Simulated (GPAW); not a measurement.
Input of a GPAW 26.7.0 run:

Contents of run.py:

```python
from ase import Atoms
from ase.dft.bandgap import bandgap
from ase.io import write
from ase.units import GPa
from gpaw import GPAW, PW

atoms = Atoms(['Zr', 'B', 'B'],
              cell=[[3.17, 0.0, 0.0],
                    [-1.585, 2.74530053, 0.0],
                    [0.0, 0.0, 3.533]],
              scaled_positions=[[0.0, 0.0, 0.0],
                                [0.6666666667, 0.3333333333, 0.5],
                                [0.3333333333, 0.6666666667, 0.5]],
              pbc=True)

calc = GPAW(mode=PW(800),
            xc='PBE',
            kpts={'size': (10, 10, 8), 'gamma': True},
            occupations={'name': 'methfessel-paxton', 'order': 0, 'width': 0.018000000000000002},
            nbands=20,
            convergence={'density': 1e-05, 'energy': 1e-05},
            maxiter=150,
            txt='gpaw.txt')
atoms.calc = calc
energy = atoms.get_potential_energy()
forces = atoms.get_forces()
stress = atoms.get_stress()
calc.write('gs.gpw')
write('result.traj', atoms)
print(f'Energy: {energy:.6f} eV')
print('Forces (eV/A):')
print(forces.round(4))
print('Stress (GPa):', (stress / GPa).round(3))
print('Fermi level:', round(calc.get_fermi_level(), 4), 'eV')
print(f'Gap: {bandgap(calc)[0]:.4f} eV, direct: {bandgap(calc, direct=True)[0]:.4f} eV')
```

Potentials or basis: GPAW PAW data sets (gpaw-data 1.2.1), pw.

Run with:

```sh
$ OMP_NUM_THREADS=1 python run.py
```

(1) Predict the pressure.

(2) What does it give for the band gap on the k mesh?

Results:

(1) -0.1 GPa.

(2) none (metal or under the smearing width).
